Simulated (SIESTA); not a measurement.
Runs of SIESTA 5.4.2 on MnO. The structure is cubic, space group Fm-3m (No. 225). The conventional cell has a = 4.444 Å, b = 4.444 Å, c = 4.444 Å, α = 90.00°, β = 90.00°, γ = 90.00°. Mn (site symmetry m-3m) is surrounded by 6 O at 2.22 Å. O (site symmetry m-3m) has 6 Mn at 2.22 Å as nearest neighbours. 

| level | U | gap on the mesh (eV) | pressure (GPa) | moment (μB) |
| --- | --- | --- | --- | --- |
| PBE | - | none | (b) | (c) |
| PBE+U | Mn d U = 6 eV | (a) | 13.0 | 5.00 |
| PBE+U | Mn d U = 8 eV | 0.90 | 15.1 | 5.00 |
| PBE+U | Mn d U = 4 eV | 0.36 | 10.7 | 5.00 |
| PBE+U | Mn d U = 2 eV | none | 8.3 | 5.00 |

Alike in all rows: task single point; potentials or basis PseudoDojo 0.4 standard (PBE files), DZP (energy shift 0.003 Ry; two zetas on semicore shells); spin collinear, ferromagnetic start; cell as given; k mesh 7 × 7 × 7; smearing fermi-dirac 0.05 eV; grid cutoff 800 Ry; energy shift 0.003 Ry.

Problem. Estimate the missing entries.

Solution. (a) 0.66; (b) 1.4; (c) 4.81.

Caveats: short orbitals over semicore shells can move pressures by several GPa; the basis of atomic orbitals isn't converged, which shifts pressures, moduli and gaps; a cell with one magnetic atom can't hold antiferromagnetic order, which such compounds often take; an odd mesh through Γ misses points on the zone boundary, where band edges often lie (some runs); semilocal functionals often make such compounds metallic where correlation or magnetic order opens a gap, which also shifts bond lengths (some runs).

A gap of «none» marks a metal or a gap under the smearing width.
